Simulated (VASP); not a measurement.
# BN (P6_3/mmc) in VASP: further runs

Aim: see how the results for BN move with the level of theory and the settings. Levels: PBE, PBEsol. Tasks: electron localisation function, atomic charges.

Program: VASP 6.6.1. These are calculated values, not measurements. Logs are shortened: lines on timing, memory, paths and dates and some standing lists are left out, and cuts for length are marked.

### 1 Starting point

Symmetry: P6_3/mmc, No. 194, hexagonal system. The conventional cell has a = 2.498 Å, b = 2.498 Å, c = 6.636 Å, α = 90.00°, β = 90.00°, γ = 120.00°. N (site symmetry -6m2) is surrounded by 3 B at 1.44 Å. B (site symmetry -6m2) is surrounded by 3 N at 1.44 Å.

### 2 Electron localisation function, PBE

INCAR

```
ALGO = Normal
EDIFF = 1E-6
ENCUT = 520
GGA = PE
ISIF = 2
ISMEAR = 0
LASPH = True
LCHARG = True
LELF = True
LREAL = False
LWAVE = False
NELM = 100
PREC = Accurate
SIGMA = 0.02
```

KPOINTS

```
k-points
0
Gamma
  12 12 4
```

POSCAR

```
BN
1.0
    2.4982400000      0.0000000000      0.0000000000
   -1.2491200000      2.1635393048      0.0000000000
    0.0000000000      0.0000000000      6.6357000000
N B
2 2
Direct
    0.6666666667      0.3333333333      0.2500000000
    0.3333333333      0.6666666667      0.7500000000
    0.6666666667      0.3333333333      0.7500000000
    0.3333333333      0.6666666667      0.2500000000
```

Potentials or basis: VASP PAW PBE potentials, release 64 (N, B).

Launch:

```
cat potpaw_PBE.64/N/POTCAR potpaw_PBE.64/B/POTCAR > POTCAR
mpirun -np 1 vasp_std > vasp.out
```

OUTCAR:

```text
EDIFF = 1E-6
   ENCUT = 520
   GGA = PE
   ISIF = 2
   ISMEAR = 0
   LASPH = True
   LREAL = False
   NELM = 100
   PREC = Accurate

 ion  position               nearest neighbor table
   1  0.667  0.333  0.250-   4 1.44   4 1.44   4 1.44
   2  0.333  0.667  0.750-   3 1.44   3 1.44   3 1.44
   3  0.667  0.333  0.750-   2 1.44   2 1.44   2 1.44
   4  0.333  0.667  0.250-   1 1.44   1 1.44   1 1.44

  LATTYP: Found a hexagonal cell.
 ALAT       =     2.4982400000
 C/A-ratio  =     2.6561499296

  Lattice vectors:

 A1 = (   2.4982400000,   0.0000000000,   0.0000000000)
 A2 = (  -1.2491200000,   2.1635393048,   0.0000000000)
 A3 = (   0.0000000000,   0.0000000000,   6.6357000000)

Analysis of symmetry for initial positions (statically):
=====================================================================
 Subroutine PRICEL returns:
 Original cell was already a primitive cell.

 Routine SETGRP: Setting up the symmetry group for a
 hexagonal supercell.

 Subroutine GETGRP returns: Found 24 space group operations
 (whereof 12 operations were pure point group operations)
 out of a pool of 24 trial point group operations.

The static configuration has the point symmetry D_3d.
 The point group associated with its full space group is D_6h.

Analysis of symmetry for dynamics (positions and initial velocities):
=====================================================================
 Subroutine PRICEL returns:
 Original cell was already a primitive cell.

 Routine SETGRP: Setting up the symmetry group for a
 hexagonal supercell.

 Subroutine GETGRP returns: Found 24 space group operations
 (whereof 12 operations were pure point group operations)
 out of a pool of 24 trial point group operations.

The dynamic configuration has the point symmetry D_3d.
 The point group associated with its full space group is D_6h.

 Subroutine INISYM returns: Found 24 space group operations
 (whereof 12 operations are pure point group operations),
 and found     1 'primitive' translations

----------------------------------------------------------------------------------------

                                     Primitive cell

  volume of cell :      35.8662

  direct lattice vectors                    reciprocal lattice vectors
     2.498240000  0.000000000  0.000000000     0.400281798  0.231102804  0.000000000
    -1.249120000  2.163539305  0.000000000     0.000000000  0.462205608  0.000000000
     0.000000000  0.000000000  6.635700000     0.000000000  0.000000000  0.150700002

  length of vectors
     2.498240000  2.498240000  6.635700000     0.462205608  0.462205608  0.150700002

  position of ions in fractional coordinates (direct lattice)
     0.666666667  0.333333333  0.250000000
     0.333333333  0.666666667  0.750000000
     0.666666667  0.333333333  0.750000000
     0.333333333  0.666666667  0.250000000

  ion indices of the primitive-cell ions
   primitive index   ion index
                 1           1
                 2           2
                 3           3
                 4           4

----------------------------------------------------------------------------------------

 KPOINTS: k-points

Automatic generation of k-mesh.
 Grid dimensions read from file:
 generate k-points for:   12   12    4

 Generating k-lattice:

  Cartesian coordinates                     Fractional coordinates (reciprocal lattice)
     0.033356817  0.019258567  0.000000000     0.083333333 -0.000000000  0.000000000
     0.000000000  0.038517134  0.000000000     0.000000000  0.083333333  0.000000000
     0.000000000  0.000000000  0.037675000     0.000000000  0.000000000  0.250000000

  Length of vectors
     0.038517134  0.038517134  0.037675000

  Shift w.r.t. Gamma in fractional coordinates (k-lattice)
     0.000000000  0.000000000  0.000000000

 Subroutine IBZKPT returns following result:
 ===========================================

 Found     57 irreducible k-points:

 Following reciprocal coordinates:
            Coordinates               Weight
  0.000000  0.000000  0.000000      1.000000
  0.083333 -0.000000  0.000000      6.000000
  0.166667  0.000000  0.000000      6.000000
  0.250000  0.000000  0.000000      6.000000
  0.333333  0.000000  0.000000      6.000000
  0.416667  0.000000  0.000000      6.000000
[... 16 lines left out ...]
  0.250000  0.000000  0.250000     12.000000
  0.333333  0.000000  0.250000     12.000000
 [... further k-points ...]
   k-points           NKPTS =     57   k-points in BZ     NKDIM =     57   number of bands    NBANDS=     12
   number of dos      NEDOS =    301   number of ions     NIONS =      4
   total plane-waves  NPLWV =  20000
   dimension x,y,z NGX =    20 NGY =   20 NGZ =   50
   dimension x,y,z NGXF=    40 NGYF=   40 NGZF=  100
   ions per type =               2   2
   NGX,Y,Z   is equivalent  to a cutoff of  13.31, 13.31, 12.53 a.u.
   NGXF,Y,Z  is equivalent  to a cutoff of  26.62, 26.62, 25.05 a.u.
 SYSTEM =  unknown system
   PREC   = accura    normal or accurate (medium, high low for compatibility)
   ISTART =      0    job   : 0-new  1-cont  2-samecut
   ICHARG =      2    charge: 1-file 2-atom 10-const
   ISPIN  =      1    spin polarized calculation?
   LNONCOLLINEAR =      F non collinear calculations
   LSORBIT =      F    spin-orbit coupling
   LASPH  =      T    aspherical Exc in radial PAW
   ENCUT  =  520.0 eV  38.22 Ry    6.18 a.u.   4.65  4.65 12.34*2*pi/ulx,y,z
   NELM   =    100;   NELMIN=  2; NELMDL= -5     # of ELM steps
   EDIFF  = 0.1E-05   stopping-criterion for ELM
   LREAL  =      F    real-space projection
   EDIFFG = 0.1E-04   stopping-criterion for IOM
   NSW    =      0    number of steps for IOM
   IBRION =     -1    ionic relax: 0-MD 1-quasi-New 2-CG
   NFREE  =      0    steps in history (QN), initial steepest desc. (CG)
   ISIF   =      2    stress and relaxation
   ISYM   =      2    0-nonsym 1-usesym 2-fastsym
   POTIM  = 0.5000    time-step for ionic-motion
   TEBEG  =    0.0;   TEEND  =   0.0 temperature during run
   PSTRESS=    0.0 pullay stress
   NELECT =      16.0000    total number of electrons
   NUPDOWN=      -1.0000    fix difference up-down
   EMIN   =  10.00;   EMAX   =-10.00  energy-range for DOS
   EFERMI =   0.00;   METHOD = LEGACY
   ISMEAR =     0;   SIGMA  =   0.02  broadening in eV -4-tet -1-fermi 0-gaus
   EFERMI_NEDOS =   21; number of points for ismear=-14 and -15
   IALGO  =     38    algorithm
   IMIX   =      4    mixing-type and parameters
     AMIX     =   0.40;   BMIX     =  1.00
     AMIX_MAG =   1.60;   BMIX_MAG =  1.00
  volume/ion in A,a.u.               =       8.97        60.51
  Fermi-wavevector in a.u.,A,eV,Ry     =   1.250891  2.363842 21.289433  1.564729
  Thomas-Fermi vector in A             =   2.384864
   LORBIT       =      0    0 simple, 1 ext, 2 COOP (PROOUT), +10 PAW based schemes
   GGA     = PE    functional components
   LHFCALC =     F    Hartree Fock is set to
   AEXX    =    0.0000 exact exchange contribution
   IVDW    =     0    specifies the selected vdW correction
   LEPSILON=     F    determine dielectric tensor
   LRPA    =     F    only Hartree local field effects (RPA)
 non-spin polarized calculation
 Gauss-broadening in eV      SIGMA  =   0.02
  energy-cutoff  :      520.00
  volume of cell :       35.87
 maximum number of plane-waves:       985
 NGX is ok and might be reduce to    20
   NGX =  9   NGY =  9   NGZ = 25

 number of electron      15.9999997 magnetization

 Free energy of the ion-electron system (eV)
  ---------------------------------------------------
  ext. energy  EPLUGINS =         0.00000000
  ---------------------------------------------------
  free energy    TOTEN  =       -35.14690952 eV

  energy without entropy =      -35.14690952  energy(sigma->0) =      -35.14690952

 E-fermi :   2.4601     XC(G=0): -10.0888

 val. band max:        2.3080421632   @ k =   0.3333   0.3333   0.5000
 cond. band min:       6.5949722532   @ k =   0.5000   0.0000   0.0000
 fundamental gap:      4.2869300901
 Fermi energy:         2.4600853192

 k-point     1 :       0.0000    0.0000    0.0000
  band No.  band energies     occupation
      1     -15.5318      2.00000
      2     -15.2365      2.00000
      3      -3.9421      2.00000
      4      -1.8139      2.00000
      5       0.9859      2.00000
      6       0.9859      2.00000
      7       1.0229      2.00000
      8       1.0229      2.00000
      9       7.5737      0.00000
     10      12.6583      0.00000
     11      13.9159      0.00000
     12      13.9168      0.00000

 k-point     2 :       0.0833   -0.0000    0.0000
  band No.  band energies     occupation
      1     -15.3951      2.00000
      2     -15.1044      2.00000
      3      -3.7544      2.00000
      4      -1.6453      2.00000
      5       0.4262      2.00000
      6       0.4588      2.00000
      7       0.7232      2.00000
      8       0.7644      2.00000
      9       7.8219      0.00000
     10      12.5672      0.00000
     11      13.7608      0.00000
     12      13.9593      0.00000

 k-point     3 :       0.1667    0.0000    0.0000
  band No.  band energies     occupation
      1     -14.9922      2.00000
      2     -14.7157      2.00000
      3      -3.1982      2.00000
      4      -1.1498      2.00000
      5      -0.9946      2.00000
      6      -0.9551      2.00000
      7       0.0850      2.00000
      8       0.1342      2.00000
      9       8.4740      0.00000
     10      12.1709      0.00000
     11      13.3670      0.00000
     12      13.5226      0.00000

 k-point     4 :       0.2500    0.0000    0.0000
  band No.  band energies     occupation
      1     -14.3498      2.00000
      2     -14.0981      2.00000
      3      -2.8010      2.00000
      4      -2.7402      2.00000
      5      -2.2985      2.00000
      6      -0.6531      2.00000
      7      -0.5968      2.00000
      8      -0.3653      2.00000
      9       9.4128      0.00000
     10      11.1448      0.00000
     11      11.6756      0.00000
     12      12.9566      0.00000

 k-point     5 :       0.3333    0.0000    0.0000
  band No.  band energies     occupation
      1     -13.5342      2.00000
      2     -13.3227      2.00000
      3      -4.6008      2.00000
      4      -4.5197      2.00000
      5      -1.2862      2.00000
      6      -1.2250      2.00000
      7      -1.1197      2.00000
      8       0.6115      2.00000
      9       9.2312      0.00000
     10      10.0544      0.00000
     11      10.5301      0.00000
     12      12.6246      0.00000
[... 228 lines left out ...]
      1     -15.3548      2.00000
      2     -15.1494      2.00000
      3      -3.4974      2.00000
      4      -2.0275      2.00000
      5       0.4325      2.00000
      6       0.4570      2.00000
      7       0.7292      2.00000
      8       0.7583      2.00000
      9       8.5074      0.00000
     10      11.8112      0.00000
     11      13.8116      0.00000
     12      13.9443      0.00000

 k-point    22 :       0.1667    0.0000    0.2500
  band No.  band energies     occupation
      1     -14.9538      2.00000
      2     -14.7583      2.00000
      3      -2.9503      2.00000
      4      -1.5369      2.00000
      5      -0.9827      2.00000
      6      -0.9383      2.00000
      7       0.0921      2.00000
      8       0.1270      2.00000
      9       9.0972      0.00000
     10      11.7304      0.00000
     11      13.4271      0.00000
     12      13.5704      0.00000

 k-point    23 :       0.2500    0.0000    0.2500
  band No.  band energies     occupation
      1     -14.3145      2.00000
      2     -14.1367      2.00000
      3      -2.8072      2.00000
      4      -2.7560      2.00000
      5      -2.0408      2.00000
      6      -0.6965      2.00000
      7      -0.6449      2.00000
      8      -0.6051      2.00000
      9       9.8203      0.00000
     10      11.0294      0.00000
     11      11.9243      0.00000
     12      12.9492      0.00000

 k-point    24 :       0.3333    0.0000    0.2500
  band No.  band energies     occupation
      1     -13.5043      2.00000
      2     -13.3548      2.00000
      3      -4.5925      2.00000
      4      -4.5347      2.00000
      5      -1.2773      2.00000
      6      -1.2340      2.00000
      7      -0.8940      2.00000
      8       0.3215      2.00000
      9       9.1911      0.00000
     10       9.7711      0.00000
     11      11.3140      0.00000
     12      12.6048      0.00000

 [... further k-points ...]

------------------------ aborting loop because EDIFF is reached ----------------------------------------

  FORCE on cell =-STRESS in cart. coord.  units (eV):
  Direction    XX          YY          ZZ          XY          YZ          ZX
  --------------------------------------------------------------------------------------
  -------------------------------------------------------------------------------------
  Total        1.4108771      1.4108771      0.6412947      0.0000000      0.0000000      0.0000000
  in kB       63.0251775     63.0251775     28.6472255      0.0000000      0.0000000      0.0000000
  external PRESSURE =      51.5658601 kB  Pullay stress =       0.0000000 kB

 VOLUME and BASIS-vectors are now :
 -----------------------------------------------------------------------------
  energy-cutoff  :      520.00
  volume of cell :       35.87
      direct lattice vectors                 reciprocal lattice vectors
     2.498240000  0.000000000  0.000000000     0.400281798  0.231102804  0.000000000
    -1.249120000  2.163539305  0.000000000     0.000000000  0.462205608  0.000000000
     0.000000000  0.000000000  6.635700000     0.000000000  0.000000000  0.150700002

 POSITION                                       TOTAL-FORCE (eV/Angst)
 -----------------------------------------------------------------------------------
      1.24912      0.72118      1.65892        -0.000000      0.000000      0.000000
     -0.00000      1.44236      4.97677         0.000000     -0.000000      0.000000
      1.24912      0.72118      4.97677        -0.000000     -0.000000      0.000000
     -0.00000      1.44236      1.65892         0.000000     -0.000000      0.000000
 -----------------------------------------------------------------------------------
    total drift:                                0.000000     -0.000000      0.000000

  FREE ENERGIE OF THE ION-ELECTRON SYSTEM (eV)
  ---------------------------------------------------
  free  energy   TOTEN  =       -35.1469095243 eV

  energy  without entropy=      -35.1469095243  energy(sigma->0) =      -35.14690952
```

It took 17 s on 1 thread of Intel Xeon Platinum 8488C (Sapphire Rapids), shared host; peak memory 0.15 GiB.

Results:

- Free energy: -35.1469 eV
- Pressure: 5.2 GPa
- Band gap on the k mesh: 4.29 eV, indirect (least direct gap 4.66 eV)

Caveat: this functional lacks dispersion, which binds the layers, so the pressure and a relaxed spacing across them are unreliable.

(Continued in part 2 of 2.)
